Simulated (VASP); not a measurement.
A run of VASP 6.6.1:

The input INCAR:

```
PREC = Accurate ; ENCUT = 600
EDIFF = 1E-7 ; ISMEAR = 0
SIGMA = 0.03 ; LREAL = False
LASPH = True ; NELM = 150
ALGO = Normal ; ISIF = 3
LWAVE = False ; LCHARG = False
ISPIN = 2 ; MAGMOM = 4 0
LORBIT = 11 ; LMAXMIX = 4
GGA = CA ; IBRION = 2
NSW = 90 ; EDIFFG = -0.005
AMIX = 0.2 ; BMIX = 1E-4
AMIX_MAG = 0.8 ; BMIX_MAG = 1E-4
```

Contents of KPOINTS:

```
regular mesh
0
Gamma
  12 12 12
```

POSCAR

```
MnAs                                    
1.0
    0.0000000000      2.6553921214      2.6553921214
    2.6553921214      0.0000000000      2.6553921214
    2.6553921214      2.6553921214      0.0000000000
  Mn              As            
     1     1
Direct
     0.0000000000000000    0.0000000000000000    0.0000000000000000
     0.2500000000000000    0.2500000000000000    0.2500000000000000
```

Potentials or basis: VASP PAW LDA potentials, release 64 (Mn_pv, As).

Run with:

```sh
$ cat potpaw_LDA.64/Mn_pv/POTCAR potpaw_LDA.64/As/POTCAR > POTCAR
$ mpirun -np 1 vasp_std > vasp.out
```

Hardware: 1 thread of Intel(R) Xeon(R) 6975P-C (Granite Rapids), with other jobs on the host.

Q: How long does it take, and how much memory?

A: Wall time 44 s on 1 thread of Intel(R) Xeon(R) 6975P-C (Granite Rapids), on a shared host, peak memory 0.22 GiB. Counts: scf iterations 16, k points 72, ion steps 1.
